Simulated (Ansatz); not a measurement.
Set up this calculation in Ansatz 0.2.0, as the native input.

- Task: relaxation of cell and atoms
- Functional: PBEsol
- Potentials or basis: Ansatz PAW
- Cutoff: 420 eV (not typed: the program's choice for these potentials)
- k mesh: 7 × 7 × 7
- Occupations: fermi-dirac, width 0.05 eV
- Spin: no spin polarisation
- Target pressure (GPa): 0

S:

```
S
1.0
     5.40900    3.12289    1.42667
    -5.40900    3.12289    1.42667
     0.00000   -6.24578    1.42667
S
6
Cartesian
  4.1595 -1.7607 2.4018
  -3.6046 -2.7219 2.4018
  -0.5550 4.4826 2.4018
  -4.1595 1.7607 1.8782
  3.6046 2.7219 1.8782
  0.5550 -4.4826 1.8782
```

This isn't the form of S at room conditions, which is orthorhombic, of S8 rings.

One way to write it, as run:

input.yaml

```yaml
crystal:
  lattice:
    - [5.409, 3.122887606, 1.4266666667]
    - [-5.409, 3.122887606, 1.4266666667]
    - [0.0, -6.2457752121, 1.4266666667]
  atoms:
    - { symbol: S, position: [0.8517, 0.0827, 0.7491] }
    - { symbol: S, position: [0.0827, 0.7491, 0.8517] }
    - { symbol: S, position: [0.7491, 0.8517, 0.0827] }
    - { symbol: S, position: [0.1483, 0.9173, 0.2509] }
    - { symbol: S, position: [0.9173, 0.2509, 0.1483] }
    - { symbol: S, position: [0.2509, 0.1483, 0.9173] }
hamiltonian:
  xc: pbesol
  pseudopotentials: { kind: paw }
kpoints:
  mp_grid: { grid: [7, 7, 7] }
scf:
  occupations: { method: fermi_dirac, width: 0.05 }
output:
  forces: true
  stress: true
  eigenvalues: true
relax:
  f_tol: 0.01
  max_steps: 40
  cell: { stress_tol: 0.05 }
```

Potentials or basis: Ansatz PAW.

Launch:

```sh
$ ansatz run input.yaml --threads 2 --pin off --max-ram 5632MiB --backend cpu --events-out ev --progress --plain --runs-dir out
```

It gave:

```json
{
  "Relaxed volume": "22.87 Å³/atom",
  "Relaxed cell": "a = 6.189 Å, b = 6.189 Å, c = 6.189 Å, α = 114.61°, β = 114.61°, γ = 114.61°",
  "Space group after relaxing (to 0.05 Å)": "R-3 (No. 148)",
  "Energy gained by relaxing": "8.4 meV/atom",
  "Ionic steps": "8",
  "Pressure after relaxing": "0.0 GPa",
  "Band gap on the k mesh": "2.04 eV, indirect (least direct gap 2.11 eV)"
}
```

Caveat: odd divisions of the mesh miss points on the zone boundary, where band edges often lie, so the gap on the mesh can be too wide; the plane-wave basis is chosen anew once the cell has moved, so the energies of steps on either side of that aren't comparable; the PAW data sets come from PBE, with cores solved anew for the run's functional, which leaves a small shift of forces and pressure.

Run time: 36 s on 2 threads of Arm Neoverse V2, with other jobs on the host, peak memory 0.51 GiB.
